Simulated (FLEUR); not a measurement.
Runs of FLEUR MaX-R8.1 (later development tree) on Si2Ni. Symmetry: Fm-3m, No. 225, cubic system. Conventional cell: a = 5.406 Å, b = 5.406 Å, c = 5.406 Å, α = 90.00°, β = 90.00°, γ = 90.00°. Ni (site symmetry m-3m) is surrounded by 8 Si at 2.34 Å. Si (site symmetry -43m) is surrounded by 4 Ni at 2.34 Å. 

```csv
task,level,spin,U,fixed moment (μB),cell,k mesh,smearing,inpgen profile,gmax,muffin-tin radii,lmax,local orbitals a species,kmax,other keys,moment (μB),V0 of scaled cells (Å³/atom),B0 (GPa)
equation of state,Wu-Cohen GGA,"collinear, program default start",-,-,as given,7 × 7 × 7,gaussian 0.1 eV,fastHighL,13.8 1/bohr,"Ni 2.11, Si 1.86 bohr","Ni 9, Si 8","Ni 5, Si 4",4.46 1/bohr,-,-,13.08,165
single point,RPBE,"collinear, ferromagnetic start",-,0.75,volume scaled by 1.04,7 × 7 × 7,fermi-dirac 0.05 eV,fast,20 1/bohr,"Ni 2.21, Si 1.95 bohr","Ni 6, Si 5","Ni 5, Si 4",4 1/bohr,-,0.75,-,-
band structure,Wu-Cohen GGA,"collinear, ferromagnetic start, SOC",-,-,as given,6 × 6 × 6,fermi-dirac 0.02 eV,fastHighL,13 1/bohr,"Ni 2.18, Si 1.92 bohr","Ni 9, Si 8","Ni 5, Si 4",4.2 1/bohr,Kmax = 4.2,0.00,-,-
band structure,PW91+U,"collinear, ferromagnetic start",Ni d U = 2 eV,-,cell squeezed,7 × 7 × 7,fermi-dirac 0.05 eV,veryFastHighL,17.5 1/bohr,"Ni 2.02, Si 1.78 bohr","Ni 7, Si 6","Ni 4, Si 4",3.5 1/bohr,alpha = 0.2,0.00,-,-
equation of state,PBE,"collinear, program default start",-,-,as given,9 × 9 × 9,fermi-dirac 0.05 eV,-,16.3 1/bohr,"Ni 2.11, Si 1.86 bohr","Ni 9, Si 8","Ni 5, Si 4",5.27 1/bohr,-,-,13.50,(a)
```

Alike in all rows: potentials or basis all-electron, FLAPW.

Task: Estimate the missing entries.

Result: (a) 144.

Caveats: the plane-wave cutoff is short for the semicore states, which can make moduli rough (some runs); the total moment is fixed, so each spin has its own Fermi level (some runs); spin-orbit coupling is added in second variation on a limited number of bands (some runs); the U is typed as a test and isn't derived for this compound (some runs).
